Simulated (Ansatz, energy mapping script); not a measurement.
# VCl2O monolayer: J from the energies of magnetic orders, part 2 of 2

How strongly do the moments of VCl2O monolayer couple under PBE+U (3.2 eV)? The plan is to run several orders and fit a Heisenberg model.

PBE with U = 3.2 eV on V d, ortho-atomic projectors; plane waves, U on orthogonalised atomic orbitals unless named otherwise, collinear spin, no spin–orbit coupling.

So far. Step 9 (Order 6: compensated +−, cell C of 8 atoms): The run ends antiferromagnetic, 2.26 meV a magnetic atom above the parallel order of its cell. Step 10 (Order 7: parallel, cell D of 12 atoms): The run ends ferromagnetic. For each magnetic atom its energy differs from the parallel run of the first cell by 0.51 meV, an error that one common reference would have brought in.

### Step 11. Uncompensated ++− start in cell D (12 atoms)

This order reverses 0 of the 2 neighbours at 3.52 Å, 1.33 of the 2 neighbours at 3.64 Å and 2.67 of the 4 neighbours at 5.06 Å, counted for an average magnetic atom.

input.yaml

```yaml
crystal:
  lattice:
    - [10.92648, 0.0, 0.0]
    - [0.0, 3.517888, 0.0]
    - [0.0, 0.0, 18.329395]
  atoms:
    - { symbol: V, position: [0.166666667, 0.0, 0.5], spin: 2.0 }
    - { symbol: V, position: [0.5, 0.0, 0.5], spin: 2.0 }
    - { symbol: V, position: [0.833333333, 0.0, 0.5], spin: -2.0 }
    - { symbol: Cl, position: [0.166666667, 0.5, 0.409179] }
    - { symbol: Cl, position: [0.5, 0.5, 0.409179] }
    - { symbol: Cl, position: [0.833333333, 0.5, 0.409179] }
    - { symbol: Cl, position: [0.166666667, 0.5, 0.590821] }
    - { symbol: Cl, position: [0.5, 0.5, 0.590821] }
    - { symbol: Cl, position: [0.833333333, 0.5, 0.590821] }
    - { symbol: O, position: [0.0, 0.0, 0.5] }
    - { symbol: O, position: [0.333333333, 0.0, 0.5] }
    - { symbol: O, position: [0.666666667, 0.0, 0.5] }
magnetization:
  spin_polarized: true
kpoints:
  mp_grid: { grid: [3, 7, 1] }
hamiltonian:
  xc: pbe
  hubbard:
    sites:
      - { species: V, l: d, u_eff: 3.2 }
      - { site: 0, l: d, u_eff: 3.2, starting_ns: [{ spin: up, occupation_matrix: v1_major }, { spin: down, occupation_matrix: v1_minor }] }
      - { site: 1, l: d, u_eff: 3.2, starting_ns: [{ spin: up, occupation_matrix: v1_major }, { spin: down, occupation_matrix: v1_minor }] }
      - { site: 2, l: d, u_eff: 3.2, starting_ns: [{ spin: up, occupation_matrix: v1_minor }, { spin: down, occupation_matrix: v1_major }] }
    projectors: ortho-atomic
    occupation_matrices:
      v1_major:
        matrix:
          - [0.844, 0.0, 0.0, 0.265, 0.0]
          - [0.0, 0.284, 0.0, 0.0, 0.0]
          - [0.0, 0.0, 0.31, 0.0, 0.0]
          - [0.265, 0.0, 0.0, 0.523, 0.0]
          - [0.0, 0.0, 0.0, 0.0, 0.291]
      v1_minor:
        matrix:
          - [0.113, 0.0, 0.0, -0.11, 0.0]
          - [0.0, 0.189, 0.0, 0.0, 0.0]
          - [0.0, 0.0, 0.265, 0.0, 0.0]
          - [-0.11, 0.0, 0.0, 0.257, 0.0]
          - [0.0, 0.0, 0.0, 0.0, 0.192]
scf:
  occupations: { method: fermi_dirac, width: 0.05 }
output:
  eigenvalues: true
```

The run is started by

```console
$ ansatz run input.yaml --threads 4 --pin off --max-ram 8192MiB --backend cpu --events-out ev --progress --plain --runs-dir out
```

The job ended after 29 s (4 threads of Arm Neoverse V1, shared host; peak memory 1.8 GiB).

The run ends ferrimagnetic, 4.86 meV a magnetic atom above the parallel order of its cell.

### Step 12. Run 9 (parallel; cell E, 12 atoms)

The parallel order again, as the reference for this cell.

This run holds the same structure in another cell (a 10.926 → 5.064 Å, b 3.518 → 10.554 Å, γ 90.0 → 46.0°).

input.yaml

```yaml
crystal:
  lattice:
    - [3.64216, 3.517888, 0.0]
    - [0.0, 10.553664, 0.0]
    - [0.0, 0.0, 18.329395]
  atoms:
    - { symbol: V, position: [0.5, 0.833333333, 0.5], spin: 2.0 }
    - { symbol: V, position: [0.5, 0.166666667, 0.5], spin: 2.0 }
    - { symbol: V, position: [0.5, 0.5, 0.5], spin: 2.0 }
    - { symbol: Cl, position: [0.5, 0.0, 0.409179] }
    - { symbol: Cl, position: [0.5, 0.333333333, 0.409179] }
    - { symbol: Cl, position: [0.5, 0.666666667, 0.409179] }
    - { symbol: Cl, position: [0.5, 0.0, 0.590821] }
    - { symbol: Cl, position: [0.5, 0.333333333, 0.590821] }
    - { symbol: Cl, position: [0.5, 0.666666667, 0.590821] }
    - { symbol: O, position: [0.0, 0.0, 0.5] }
    - { symbol: O, position: [0.0, 0.333333333, 0.5] }
    - { symbol: O, position: [0.0, 0.666666667, 0.5] }
magnetization:
  spin_polarized: true
kpoints:
  mp_grid: { grid: [7, 4, 1] }
hamiltonian:
  xc: pbe
  hubbard:
    sites:
      - { species: V, l: d, u_eff: 3.2 }
      - { site: 0, l: d, u_eff: 3.2, starting_ns: [{ spin: up, occupation_matrix: v1_major }, { spin: down, occupation_matrix: v1_minor }] }
      - { site: 1, l: d, u_eff: 3.2, starting_ns: [{ spin: up, occupation_matrix: v1_major }, { spin: down, occupation_matrix: v1_minor }] }
      - { site: 2, l: d, u_eff: 3.2, starting_ns: [{ spin: up, occupation_matrix: v1_major }, { spin: down, occupation_matrix: v1_minor }] }
    projectors: ortho-atomic
    occupation_matrices:
      v1_major:
        matrix:
          - [0.844, 0.0, 0.0, 0.265, 0.0]
          - [0.0, 0.284, 0.0, 0.0, 0.0]
          - [0.0, 0.0, 0.31, 0.0, 0.0]
          - [0.265, 0.0, 0.0, 0.523, 0.0]
          - [0.0, 0.0, 0.0, 0.0, 0.291]
      v1_minor:
        matrix:
          - [0.113, 0.0, 0.0, -0.11, 0.0]
          - [0.0, 0.189, 0.0, 0.0, 0.0]
          - [0.0, 0.0, 0.265, 0.0, 0.0]
          - [-0.11, 0.0, 0.0, 0.257, 0.0]
          - [0.0, 0.0, 0.0, 0.0, 0.192]
scf:
  occupations: { method: fermi_dirac, width: 0.05 }
output:
  eigenvalues: true
```

Elapsed: 41 s, on 4 threads; peak memory 2.3 GiB; 2.5 min of CPU time.

The run ends ferromagnetic. For each magnetic atom its energy differs from the parallel run of the first cell by 0.00 meV, an error that one common reference would have brought in.

### Step 13. Order 10: uncompensated ++−, cell E of 12 atoms

This order reverses 1.33 of the 2 neighbours at 3.52 Å, 1.33 of the 2 neighbours at 3.64 Å and 1.33 of the 4 neighbours at 5.06 Å, counted for an average magnetic atom.

input.yaml, as its differences from that of step 12:

```diff
@@ -8,3 +8,3 @@
     - { symbol: V, position: [0.5, 0.166666667, 0.5], spin: 2.0 }
-    - { symbol: V, position: [0.5, 0.5, 0.5], spin: 2.0 }
+    - { symbol: V, position: [0.5, 0.5, 0.5], spin: -2.0 }
     - { symbol: Cl, position: [0.5, 0.0, 0.409179] }
@@ -29,3 +29,3 @@
       - { site: 1, l: d, u_eff: 3.2, starting_ns: [{ spin: up, occupation_matrix: v1_major }, { spin: down, occupation_matrix: v1_minor }] }
-      - { site: 2, l: d, u_eff: 3.2, starting_ns: [{ spin: up, occupation_matrix: v1_major }, { spin: down, occupation_matrix: v1_minor }] }
+      - { site: 2, l: d, u_eff: 3.2, starting_ns: [{ spin: up, occupation_matrix: v1_minor }, { spin: down, occupation_matrix: v1_major }] }
     projectors: ortho-atomic
```

The job ended after 50 s (4 threads; peak memory 2.3 GiB; 3.2 min of CPU time).

The run ends ferrimagnetic, 4.89 meV a magnetic atom above the parallel order of its cell.

### Step 14. Mapping onto a Heisenberg model

Each energy difference is a sum of couplings weighted by the pairs that the order reverses. A few near shells are fitted to the differences by least squares. Energies are those extrapolated to zero occupation width, not the free energies F.

The orders that converged (zero: parallel moments in the same cell):

```tsv
order	atoms	energy (meV a magnetic atom)	moments (μB)	moments kept as typed	opposed neighbours at 3.52, 3.64, 5.06 Å
parallel in cell A	8	0.00	0.87	yes	0, 0, 0
compensated +− in cell A	8	7.12	0.82	yes	2, 2, 0
parallel in cell B	8	0.00	0.87	yes	0, 0, 0
compensated +− in cell B	8	6.55	0.84	yes	0, 2, 4
parallel in cell C	8	0.00	0.87	yes	0, 0, 0
compensated +− in cell C	8	2.26	0.85	yes	2, 0, 4
parallel in cell D	12	0.00	0.87	yes	0, 0, 0
uncompensated ++− in cell D	12	4.86	0.83 to 0.85	yes	0, 1.33, 2.67
parallel in cell E	12	0.00	0.87	yes	0, 0, 0
uncompensated ++− in cell E	12	4.89	0.82 to 0.84	yes	1.33, 1.33, 1.33
```

The Heisenberg fit (each pair counts twice, positive J is ferromagnetic):

```tsv
pair	distance (Å)	neighbours	J (meV)
V–V	3.52	2	0.325
V–V	3.64	2	1.46
V–V	5.06	4	0.120
V–V	7.04	2	-0.0666
```

These orders cannot tell some unfitted shells from fitted ones: the value at 3.64 Å holds J(3.64) + 2 J(7.92) and the value at 7.04 Å holds J(7.04) − J(7.92); other unfitted shells add to the values wholly or in part.

Adding the shell at 7.28 Å gives 0.35, 1.4, 0.11, -0.24 and 0.18 meV, an exact solve that tests nothing.

### Step 15. Outcome

```
lowest order tried                                            : parallel
largest fitted value (a combination of shells), V–V at 3.64 Å : 1.46 meV
```

Of the orders tried, VCl2O monolayer prefers parallel moments under PBE+U (3.2 eV). The largest fitted value is 1.5 meV, at 3.64 Å. It is a combination of shells that these orders cannot split, so neither its size nor its sign can be laid on that pair alone. The orders also reverse pairs at 7.28, 7.92 and 8.09 Å, which are not fitted, so the fitted values hold their part too. With 5 differences for 4 couplings the fit misses by 0.34 meV at most, a small part of the spread. In the fitted orders moments change by up to 6.0 % against the parallel run of the same cell, so the mapping is rough.

[Logs and program files are shortened in this print: banners, set-up blocks, solver, clock and traceback lines can be left out without a mark of their own.]

[Logs are printed without paths, hosts, clocks, repeated set-up lines and the standing remarks that a program may print on its own settings, such as how far it seeks lower states.]

[Hosts, paths, dates, database ids (printed as entryN), source tags and the programs' standing remarks are cut or masked in the printed files.]

[Where a cell is said to come from a database of computed structures, the database is the Materials Project.]
